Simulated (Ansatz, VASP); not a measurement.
# One calculation of Ti, two programs

INCAR

```
PREC = Accurate
ENCUT = 600
EDIFF = 1E-6
ISMEAR = -1
SIGMA = 0.15
LREAL = F
LASPH = T
NELM = 80
ALGO = Normal
ISIF = 3
LWAVE = F
LCHARG = F
GGA = CA
IBRION = 2
NSW = 100
EDIFFG = -0.01
```

Contents of KPOINTS:

```
Automatic mesh
0
Gamma
  12 12 12
```

File POSCAR:

```
Ti
1.0
   -1.6410000000      1.6410000000      1.6410000000
    1.6410000000     -1.6410000000      1.6410000000
    1.6410000000      1.6410000000     -1.6410000000
Ti
1
Direct
    0.0000000000      0.0000000000      0.0000000000
```

Input for Ansatz:

```yaml
crystal:
  lattice:
    - [-1.641, 1.641, 1.641]
    - [1.641, -1.641, 1.641]
    - [1.641, 1.641, -1.641]
  atoms:
    - { symbol: Ti, position: [0.0, 0.0, 0.0] }
basis:
  ecutwfc: 510.0
kpoints:
  mp_grid:
    grid: [12, 12, 12]
hamiltonian:
  xc: lda
  dispersion: none
scf:
  occupations:
    method: fermi_dirac
    width: 0.15
relax:
  max_steps: 100
  cell: {}
```

This isn't the form of Ti at room conditions, which is hcp.

Alike in both runs: task relaxation of cell and atoms; functional LDA; k mesh 12 × 12 × 12; occupations fermi-dirac, width 0.15 eV; no spin polarisation.

|  | VASP | Ansatz |
| --- | --- | --- |
| version | VASP 6.6.1 | Ansatz 0.2.0 |
| potentials or method | VASP PAW LDA potentials, release 64 (Ti_sv) | plane waves, PAW |
| plane-wave cutoff (eV) | 600 | 510 |
| valence electrons in the cell | 12 | 12 |

VASP gave:

```
relaxed volume (Å³/atom)                                     : 15.96
relaxed cell length with the largest relative difference (Å) : 2.747
energy change over the relaxation (meV/atom)                 : -58
```

Which values does Ansatz return?

Relaxed volume (Å³/atom): 15.99; relaxed cell length with the largest relative difference (Å): 2.749; energy change over the relaxation (meV/atom): -57.

LDA usually gives volumes a few per cent too small. Zero-point motion and thermal expansion aren't in these numbers.
